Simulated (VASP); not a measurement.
# Pt: convergence, partial densities around the Fermi level

Pt, Fm-3m (no. 225), 1 atom in the cell. PBE, partial densities in energy windows; PAW potentials Pt (PBE set). VASP 6.6.1.

Wanted: electrons in the windows within 5 %; shares of the elements in the window within 0.02.

POSCAR:
```
Pt
1.0
    0.0000000000      1.9609000000      1.9609000000
    1.9609000000      0.0000000000      1.9609000000
    1.9609000000      1.9609000000      0.0000000000
Pt
1
Direct
    0.0000000000      0.0000000000      0.0000000000
```

The series start from k mesh: 12 × 12 × 12; Cutoff ENCUT (eV): 500; Smearing SIGMA (eV): 0.05; PREC: Accurate. Each series keeps the choices made before it, and each single choice may use up half of a tolerance. Times cover all steps of a run.

## k mesh

| k mesh | Electrons in the windows, largest deviation against the largest value | Shares of the elements in the window, largest deviation | Time (s) |
|---|---|---|---|
| 6 × 6 × 6 | 13 % | 0.000 | 7.0 |
| 8 × 8 × 8 | 4.3 % | 0.000 | 8.5 |
| 12 × 12 × 12 | 6.5 % | 0.000 | 11 |
| 16 × 16 × 16 | 2.9 % | 0.000 | 15 |
| 20 × 20 × 20 (reference) | 0 % | 0.000 | 22 |

Chosen: 20 × 20 × 20; the next looser run is off by more than half of the tolerance, so convergence isn't shown beyond this value.

## Cutoff ENCUT (eV)

| Cutoff ENCUT (eV) | Electrons in the windows, largest deviation against the largest value | Shares of the elements in the window, largest deviation | Time (s) |
|---|---|---|---|
| 250 | 0 % | 0.000 | 10 |
| 300 | 0 % | 0.000 | 11 |
| 350 | 0 % | 0.000 | 17 |
| 400 | 0 % | 0.000 | 20 |
| 500 | 0 % | 0.000 | 22 |
| 600 | 0 % | 0.000 | 24 |
| 750 (reference) | 0 % | 0.000 | 46 |

Chosen: 250, the loosest value from which every tighter one stays within half of the tolerance.

## Smearing SIGMA (eV)

| Smearing SIGMA (eV) | Electrons in the windows, largest deviation against the largest value | Shares of the elements in the window, largest deviation | Time (s) |
|---|---|---|---|
| 0.3 | 1.2 % | 0.000 | 11 |
| 0.2 | 0.38 % | 0.000 | 9.3 |
| 0.1 | 0.38 % | 0.000 | 9.4 |
| 0.05 | 0.38 % | 0.000 | 10 |
| 0.02 (reference) | 0 % | 0.000 | 9.9 |

Chosen: 0.3.

## PREC

| PREC | Electrons in the windows, largest deviation against the largest value | Shares of the elements in the window, largest deviation | Time (s) |
|---|---|---|---|
| Accurate | 0 % | 0.000 | 11 |
| Normal | 0 % | 0.000 | 8.7 |
| Single | 0.00031 % | 0.000 | 9.4 |

Chosen: Accurate; no other choice that stays within half of the tolerance saves 30 % of the time.

## All choices together

| Input | Electrons in the windows, largest deviation against the largest value | Shares of the elements in the window, largest deviation | Time (s) |
|---|---|---|---|
| program defaults, k points 0.5 per Å apart (naive) | 16 % | 0.000 | 4.1 |
| chosen settings | 1.4 % | 0.000 | 11 |
| reference settings throughout | 0 % | 0.000 | 43 |

The chosen settings stay within the tolerance of the reference run, but the reference itself isn't shown to be converged in: k mesh.

Values of the reference run: Electrons in the windows: 0.8528, 1.446, 0.7017, 3.19 electrons a cell; Shares of the elements in the window: 1, 1, 1, 1.

## The input

INCAR.step1:
```
PREC = Accurate ; ENCUT = 250
EDIFF = 1E-6 ; ISMEAR = 0
SIGMA = 0.3 ; LASPH = True
LREAL = False ; ALGO = Normal
NELM = 120 ; LWAVE = True
LCHARG = False ; NBANDS = 15
KPAR = 2 ; GGA = PE
LMAXMIX = 4
```

INCAR.step2, as INCAR.step1 but for:
```
- LWAVE = True
- KPAR = 2
+ ISTART = 1
+ LWAVE = False
+ LPARD = True
+ NBMOD = -3
+ EINT = -0.25 0.25
```

INCAR.step3, as INCAR.step2 but for:
```
- EINT = -0.25 0.25
+ EINT = -1 0
```

INCAR.step4 to INCAR.step5 change the same tag again: EINT = 0 1, -5 -3.

KPOINTS:
```
Automatic mesh
0
Gamma
  20 20 20
  0 0 0
```

Commands (each step's output is kept before the next begins):
```
cat potpaw_PBE.64/Pt/POTCAR > POTCAR
cp INCAR.step1 INCAR
mpirun -np 2 vasp_std > vasp.out
cp INCAR.step2 INCAR
mpirun -np 1 vasp_std > vasp.out
cp INCAR.step3 INCAR
mpirun -np 1 vasp_std > vasp.out
cp INCAR.step4 INCAR
mpirun -np 1 vasp_std > vasp.out
cp INCAR.step5 INCAR
mpirun -np 1 vasp_std > vasp.out
```

The chosen input took VASP 6.6.1 11 s on 2 cores (Intel Xeon 6975P-C (Granite Rapids)), a shared host.

## An input that fails: window meant from the Fermi level but read as absolute energies

It runs to its end, but against the unchanged starting input it is off by 100 % in the electrons in the windows, 1.000 in the shares of the elements in the window.

Changes against the starting input:
```
- NBMOD = -3
+ NBMOD = -2
```
